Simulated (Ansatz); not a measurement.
Consider a crystal of Mg₄S in space group P6/mmm (No. 191), with Mg on 2d and 2c; S on 1a.

Theory: DFT PBE, scalar-relativistic, plane waves, PAW (Ansatz 0.2.0). Cutoff 420 eV, Γ-centred mesh, Gaussian smearing, no spin polarisation.

The zero of energy is the elements' standard structures at the same level; no fitted shifts are applied.

Problem. Give the relaxed lattice parameters and positions.

Solution.

Space group P6/mmm (No. 191). a = 5.034 Å, b = 5.034 Å, c = 6.047 Å, α = 90.00°, β = 90.00°, γ = 120.00°
```tsv
atom	site	symmetry	x	y	z
Mg	2d	-6m2	0.3333	0.6667	0.5000
Mg	2c	-6m2	0.3333	0.6667	0.0000
S	1a	6/mmm	0.0000	0.0000	0.0000
```

Around Mg on its first site lie 5 Mg at 2.91–3.02 Å; around Mg on its second site lie 3 S at 2.91 Å and 5 Mg at 2.91–3.02 Å; around S lie 6 Mg at 2.91 Å. Another local minimum with the same sites may exist.

Problem. And its energy and gap?

Solution. The formation energy is +0.21 eV/atom and the gap on the 12×12×6 mesh of the 5-atom cell is 0 eV (a metal). It can't be a ground state, since the elements alone are lower.

The last run used Gaussian smearing of 0.10 eV. The reference form of S is held partly by dispersion forces, which this level lacks. Symmetry constrained the relaxation, so the result can be a saddle point. Another cell of Mg4S relaxed alike, in P2_1/m, lies 0.57 eV/atom lower, so this cell isn't the stable form at this level.
